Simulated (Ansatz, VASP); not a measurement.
# AlN in two plane-wave programs, part 3 of 3

Aim: how closely do two programs agree when they are given the same cell, functional and k mesh? The cell is taken from a series of VASP runs on this material, whose earlier steps may have relaxed, scaled or displaced it; both programs get it as it stands.

VASP 6.6.1 and Ansatz 0.2.0.

So far: The structure; Ansatz: zone-centre phonons, LDA; VASP: zone-centre phonons, LDA.

### Step 3. VASP: zone-centre phonons, LDA (continued)

Level of this step: LDA; plane waves and PAW (Al, N) (VASP).

Numbers of over 12 decimals in the logs are rounded to 6 here.

Parts of OUTCAR (step 3):

```text
ion  position               nearest neighbor table
   1  0.333  0.667  0.003-   4 1.86   4 1.86   4 1.86   3 1.88   2 3.05   2 3.05   2 3.05   2 3.05
                             2 3.05   2 3.05
   2  0.667  0.333  0.503-   3 1.86   3 1.86   3 1.86   4 1.88   1 3.05   1 3.05   1 3.05   1 3.05
                             1 3.05   1 3.05
   3  0.333  0.667  0.379-   2 1.86   2 1.86   2 1.86   1 1.88
   4  0.667  0.333  0.879-   1 1.86   1 1.86   1 1.86   2 1.88

  LATTYP: Found a hexagonal cell.
 ALAT       =     3.0298633997
 C/A-ratio  =     1.6521282514

 Subroutine GETGRP returns: Found 12 space group operations
 (whereof  6 operations were pure point group operations)

The static configuration has the point symmetry C_3v.
 The point group associated with its full space group is C_6v.

 Found    120 irreducible k-points:

   k-points           NKPTS =    120   k-points in BZ     NKDIM =    120   number of bands    NBANDS=     14

   dimension x,y,z NGX =    24 NGY =   24 NGZ =   40
   dimension x,y,z NGXF=    48 NGYF=   48 NGZF=   80

   ENCUT  =  560.0 eV  41.16 Ry    6.42 a.u.   5.85  5.85  9.66*2*pi/ulx,y,z

   NELECT =      16.0000    total number of electrons

 k-points in reciprocal lattice and weights: Automatic mesh
   0.00000000  0.00000000  0.00000000       0.001
   0.07142857  0.00000000  0.00000000       0.004
   0.14285714 -0.00000000  0.00000000       0.004
   0.21428571  0.00000000  0.00000000       0.004
   0.28571429  0.00000000  0.00000000       0.004
   0.35714286  0.00000000  0.00000000       0.004
   0.42857143  0.00000000  0.00000000       0.004
   0.50000000  0.00000000  0.00000000       0.002
   0.07142857  0.07142857  0.00000000       0.004
[...]
-1.514931700  2.623938675  0.000000000     0.000000000  0.381106468  0.000000000
     0.000000000  0.000000000  5.005722920     0.000000000  0.000000000  0.199771345

 POSITION                                       TOTAL-FORCE (eV/Angst)
 -----------------------------------------------------------------------------------
     -0.00000      1.74929      0.01497        -0.000000     -0.000000      0.000600
      1.51493      0.87465      2.51783        -0.000000     -0.000000      0.000600
     -0.00000      1.74929      1.89722         0.000000     -0.000000     -0.000600
      1.51493      0.87465      4.40008        -0.000000      0.000000     -0.000600
 -----------------------------------------------------------------------------------
    total drift:                               -0.000008      0.000005     -0.000130

 MACROSCOPIC STATIC DIELECTRIC TENSOR (including local field effects in DFT)
 ------------------------------------------------------
           4.353985     0.000000     0.000000
           0.000000     4.353985     0.000000
           0.000000     0.000000     4.622213
 ------------------------------------------------------

 PIEZOELECTRIC TENSOR (including local field effects)  for field in x, y, z        (C/m^2)
          XX          YY          ZZ          XY          YZ          ZX
  --------------------------------------------------------------------------------
  x     0.00000     0.00000     0.00000    -0.00000     0.00000     0.33979
  y     0.00000     0.00000     0.00000    -0.00000     0.33979     0.00000
  z     0.27166     0.27166    -0.47441     0.00000     0.00000     0.00000

 BORN EFFECTIVE CHARGES (including local field effects) (in |e|, cummulative output)
 ---------------------------------------------------------------------------------
 ion    1
    1     2.50390     0.00000    -0.00000
    2     0.00000     2.50390     0.00000
    3     0.00000    -0.00000     2.65101
 ion    2
    1     2.50390     0.00000     0.00000
    2     0.00000     2.50390     0.00000
    3    -0.00000     0.00000     2.65101
 ion    3
    1    -2.50390    -0.00000    -0.00000
    2    -0.00000    -2.50390     0.00000
    3    -0.00000     0.00000    -2.65101
 ion    4
    1    -2.50390    -0.00000     0.00000
    2    -0.00000    -2.50390     0.00000
    3     0.00000     0.00000    -2.65101

 Eigenvectors and eigenvalues of the dynamical matrix
 ----------------------------------------------------

   1 f  =   22.477887 THz   141.232728 2PiTHz  749.781596 cm-1    92.961028 meV
             X         Y         Z           dx          dy          dz
     -0.000000  1.749292  0.014969     0.000000   -0.000000   -0.005774
      1.514932  0.874646  2.517830     0.000000   -0.000000    0.005774
     -0.000000  1.749292  1.897217    -0.000000    0.000000   -0.707083
      1.514932  0.874646  4.400079    -0.000000    0.000000    0.707083

   2 f  =   21.367658 THz   134.256957 2PiTHz  712.748361 cm-1    88.369494 meV
             X         Y         Z           dx          dy          dz
     -0.000000  1.749292  0.014969     0.010719    0.413212    0.000000
      1.514932  0.874646  2.517830     0.010719    0.413212   -0.000000
     -0.000000  1.749292  1.897217    -0.014877   -0.573515    0.000000
      1.514932  0.874646  4.400079    -0.014877   -0.573515    0.000000

   3 f  =   21.367658 THz   134.256957 2PiTHz  712.748361 cm-1    88.369494 meV
             X         Y         Z           dx          dy          dz
     -0.000000  1.749292  0.014969    -0.413212    0.010719   -0.000000
      1.514932  0.874646  2.517830    -0.413212    0.010719    0.000000
     -0.000000  1.749292  1.897217     0.573515   -0.014877   -0.000000
      1.514932  0.874646  4.400079     0.573515   -0.014877    0.000000

   4 f  =   21.057127 THz   132.305831 2PiTHz  702.390150 cm-1    87.085240 meV
             X         Y         Z           dx          dy          dz
     -0.000000  1.749292  0.014969     0.010096    0.389193    0.000000
      1.514932  0.874646  2.517830    -0.010096   -0.389193   -0.000000
     -0.000000  1.749292  1.897217     0.015307    0.590078    0.000000
      1.514932  0.874646  4.400079    -0.015307   -0.590078    0.000000

   5 f  =   21.057127 THz   132.305831 2PiTHz  702.390149 cm-1    87.085240 meV
             X         Y         Z           dx          dy          dz
     -0.000000  1.749292  0.014969    -0.389193    0.010096    0.000000
      1.514932  0.874646  2.517830     0.389193   -0.010096   -0.000000
     -0.000000  1.749292  1.897217    -0.590078    0.015307   -0.000000
      1.514932  0.874646  4.400079     0.590078   -0.015307    0.000000

   6 f  =   19.603366 THz   123.171582 2PiTHz  653.897910 cm-1    81.072972 meV
             X         Y         Z           dx          dy          dz
     -0.000000  1.749292  0.014969    -0.000000    0.000000    0.413311
      1.514932  0.874646  2.517830     0.000000   -0.000000    0.413311
     -0.000000  1.749292  1.897217    -0.000000    0.000000   -0.573737
      1.514932  0.874646  4.400079     0.000000   -0.000000   -0.573737

   7 f  =   17.242529 THz   108.338008 2PiTHz  575.148872 cm-1    71.309340 meV
             X         Y         Z           dx          dy          dz
     -0.000000  1.749292  0.014969     0.000000   -0.000000    0.707083
      1.514932  0.874646  2.517830    -0.000000    0.000000   -0.707083
     -0.000000  1.749292  1.897217     0.000000   -0.000000   -0.005774
      1.514932  0.874646  4.400079    -0.000000    0.000000    0.005774

   8 f  =    6.899787 THz    43.352643 2PiTHz  230.152135 cm-1    28.535215 meV
             X         Y         Z           dx          dy          dz
     -0.000000  1.749292  0.014969     0.015306    0.590078   -0.000000
      1.514932  0.874646  2.517830    -0.015306   -0.590078   -0.000000
     -0.000000  1.749292  1.897217    -0.010095   -0.389193   -0.000000
      1.514932  0.874646  4.400079     0.010095    0.389193   -0.000000

   9 f  =    6.899787 THz    43.352643 2PiTHz  230.152135 cm-1    28.535215 meV
             X         Y         Z           dx          dy          dz
     -0.000000  1.749292  0.014969     0.590078   -0.015306   -0.000000
      1.514932  0.874646  2.517830    -0.590078    0.015306    0.000000
     -0.000000  1.749292  1.897217    -0.389193    0.010095   -0.000000
      1.514932  0.874646  4.400079     0.389193   -0.010095   -0.000000

  10 f/i=    0.000287 THz     0.001805 2PiTHz    0.009582 cm-1     0.001188 meV
             X         Y         Z           dx          dy          dz
     -0.000000  1.749292  0.014969    -0.000000   -0.000000    0.573737
      1.514932  0.874646  2.517830    -0.000000   -0.000000    0.573737
     -0.000000  1.749292  1.897217    -0.000000   -0.000000    0.413311
      1.514932  0.874646  4.400079    -0.000000   -0.000000    0.413311

  11 f/i=    0.001792 THz     0.011262 2PiTHz    0.059790 cm-1     0.007413 meV
             X         Y         Z           dx          dy          dz
     -0.000000  1.749292  0.014969     0.091583    0.566351    0.000000
      1.514932  0.874646  2.517830     0.091583    0.566351    0.000000
     -0.000000  1.749292  1.897217     0.065984    0.408050    0.000000
      1.514932  0.874646  4.400079     0.065984    0.408050    0.000000

  12 f/i=    0.001792 THz     0.011262 2PiTHz    0.059790 cm-1     0.007413 meV
             X         Y         Z           dx          dy          dz
     -0.000000  1.749292  0.014969    -0.566351    0.091583    0.000000
      1.514932  0.874646  2.517830    -0.566351    0.091583    0.000000
     -0.000000  1.749292  1.897217    -0.408050    0.065984    0.000000
      1.514932  0.874646  4.400079    -0.408050    0.065984    0.000000

 MACROSCOPIC STATIC DIELECTRIC TENSOR IONIC CONTRIBUTION
 ------------------------------------------------------
           3.310754     0.000000     0.000000
           0.000000     3.310754     0.000000
           0.000000     0.000000     4.409482
 ------------------------------------------------------

 ELASTIC MODULI CONTR FROM IONIC RELAXATION (kBar)
 Direction    XX          YY          ZZ          XY          YZ          ZX
 --------------------------------------------------------------------------------
 XX        -965.2853    398.4093    490.8236     -0.0000      0.0000     -0.0000
 YY         398.4093   -965.2853    490.8236     -0.0000     -0.0000      0.0000
 ZZ         490.8236    490.8236   -849.9487      0.0000      0.0000      0.0000
 XY          -0.0000     -0.0000      0.0000   -681.8473     -0.0000      0.0000
 YZ           0.0000     -0.0000      0.0000     -0.0000   -229.0223     -0.0000
 ZX          -0.0000      0.0000      0.0000      0.0000     -0.0000   -240.6703
 --------------------------------------------------------------------------------

 PIEZOELECTRIC TENSOR IONIC CONTR  for field in x, y, z        (C/m^2)
          XX          YY          ZZ          XY          YZ          ZX
  --------------------------------------------------------------------------------
  x    -0.00000     0.00000     0.00000     0.00000    -0.00000    -0.83994
  y     0.00000    -0.00000     0.00000    -0.00000    -0.81936    -0.00000
  z    -1.05195    -1.05195     1.82164    -0.00000    -0.00000    -0.00000
```

The gap is read on the k-mesh alone, so it is an upper bound where the band edges lie off the mesh. Energies printed during the response cycles are not total energies of the cell.

### Step 4. Comparison

Known differences besides the potentials themselves: the two LDA forms differ slightly; the cutoff is 420 eV in Ansatz and 560 eV in VASP; VASP's log shows a relativistic correction to its local exchange, Ansatz's none. Total energies have different zeros and are not compared.

The two programs side by side:

| quantity | Ansatz | VASP | difference |
| --- | --- | --- | --- |
| ε∞ xx | 4.36 | 4.35 | +0.03 % |
| ε∞ yy | 4.36 | 4.35 | +0.03 % |
| ε∞ zz | 4.62 | 4.62 | +0.01 % |
| Born charge of Al1 (mean of the diagonal) (e) | 2.57 | 2.55 | +0.02 |
| Born charge of N3 (mean of the diagonal) (e) | -2.57 | -2.55 | -0.02 |
| optical mode 1 to 2 (cm⁻¹) | 230.6 | 230.2 | +0.19 % |
| optical mode 3 (cm⁻¹) | 573.3 | 575.1 | -0.32 % |
| optical mode 4 (cm⁻¹) | 647.4 | 653.9 | -1.00 % |
| optical mode 5 to 6 (cm⁻¹) | 694.6 | 702.4 | -1.11 % |
| optical mode 7 to 8 (cm⁻¹) | 705.8 | 712.7 | -0.97 % |
| optical mode 9 (cm⁻¹) | 744.7 | 749.8 | -0.68 % |

Modes are paired by rising frequency and degeneracy, not by their patterns, so a pair may still set unlike modes beside each other.

### Step 5. Results

| Quantity | Value |
| --- | --- |
| r.m.s. difference of the optical zone-centre modes, each program's sorted by frequency (zone-centre phonons, LDA) | 5.7 cm⁻¹ |
| difference in optical mode 5 to 6 (zone-centre phonons, LDA) | -1.1 % |

What this shows: The r.m.s. difference of the optical zone-centre modes, each program's sorted by frequency is 5.7 cm⁻¹ (zone-centre phonons, LDA). Among the rows given in per cent, the largest difference of the zone-centre phonons, LDA pair is in optical mode 5 to 6, -1.1 %. 1 further run of this series is not shown here. How closely two codes agree says nothing of how well the functional describes the real material.

[Lines on the potential files, build, host, timing and source positions are cut from VASP's logs without a mark.]

[Logs are printed without paths, hosts, clocks, repeated set-up lines and the standing remarks that a program may print on its own settings, such as how far it seeks lower states.]

[Hosts, paths, dates, database ids (printed as entryN), source tags and the programs' standing remarks are cut or masked in the printed files.]
